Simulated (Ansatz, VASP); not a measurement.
One calculation of BN, two programs

INCAR

```
SYSTEM = BN
PREC = Accurate
ENCUT = 520
EDIFF = 1E-7
ISMEAR = -1
SIGMA = 0.05
LREAL = .False.
LASPH = .True.
NELM = 80
ALGO = Normal
ISIF = 2
LWAVE = .False.
LCHARG = .False.
GGA = PS
NBANDS = 11
```

The input KPOINTS:

```
regular mesh
0
Gamma
  12 12 12
  0 0 0
```

Contents of POSCAR:

```
BN
1.0
    1.2756598126      0.7365025362      3.4390871668
   -1.2756598126      0.7365025362      3.4390871668
    0.0000000000     -1.4730050723      3.4390871668
N B
1 1
Direct
    0.6672382000      0.6672382000      0.6672382000
    0.0003288000      0.0003288000      0.0003288000
```

File input.yaml:

```yaml
crystal:
  lattice:
    - [1.2756598126, 0.7365025362, 3.4390871668]
    - [-1.2756598126, 0.7365025362, 3.4390871668]
    - [0.0, -1.4730050723, 3.4390871668]
  atoms:
    - { symbol: "N", position: [0.6672382, 0.6672382, 0.6672382] }
    - { symbol: B, position: [0.0003288, 0.0003288, 0.0003288] }
hamiltonian:
  xc: pbesol
  pseudopotentials: { kind: paw }
kpoints:
  mp_grid: { grid: [12, 12, 12] }
scf:
  occupations: { method: fermi_dirac, width: 0.05 }
output:
  forces: true
  stress: true
  eigenvalues: true
```

Change from the starting cell: volume scaled by 1.06.

Alike in both runs: task single point; functional PBEsol; k mesh 12 × 12 × 12; occupations fermi-dirac, width 0.05 eV; no spin polarisation.

|  | VASP | Ansatz |
| --- | --- | --- |
| version | VASP 6.6.1 | Ansatz 0.2.0 |
| potentials or method | VASP PAW PBE potentials, release 64 (N, B) | Ansatz PAW |
| plane-wave cutoff (eV) | 520 | 420 |
| valence electrons in the cell | 8 | 8 |

```tsv
	VASP	Ansatz	Ansatz less VASP
gap on the k mesh at the Fermi level (eV)	4.11	4.12	+0.009
least direct gap on the mesh (eV)	4.49	4.50	+0.006
pressure (GPa)	-11.7	-11.9	-0.26
largest component of the traceless stress (GPa)	11.69	12.09	+0.391
rms of the force components (eV/Å)	0.004	0.004	0.0000
```

Atom by atom the forces differ by 0.000 eV/Å (rms over components).

Caveats: the PAW data sets were made with another functional, which shifts forces and pressure a little (VASP); the pressure holds a Pulay correction of +0.6 GPa for the finite cutoff (Ansatz); the PAW data sets come from PBE, with cores solved anew for the run's functional, which leaves a small shift of forces and pressure (Ansatz). A k mesh can miss the band edges.
